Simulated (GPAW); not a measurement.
The system is ZnS.

```
CELL_PARAMETERS angstrom
0.00000 2.70200 2.70200
2.70200 0.00000 2.70200
2.70200 2.70200 0.00000
ATOMIC_POSITIONS crystal
Zn 0.75000 0.75000 0.75000
S 0.00000 0.00000 0.00000
```

Base run:

- Program: GPAW 26.7.0
- Functional: WC
- Potentials or basis: PAW data sets generated in the run's folder for this functional
- Cutoff: 600 eV
- Basis: pw
- k mesh: 7 × 7 × 7
- Occupations: fermi-dirac, width 0.05 eV
- Spin: no spin polarisation

Its results: band gap on the k mesh 1.93 eV, direct.

Q: The run is repeated on the same cell with these changes: functional from WC to TB-mBJ; potentials or basis from PAW data sets generated in the run's folder for this functional to GPAW PAW data sets for LDA (gpaw-data 1.2.1). What comes out?

A: Band gap on the k mesh 3.66 eV, direct.

Caveats: a model potential gives levels but no total energy (some runs).
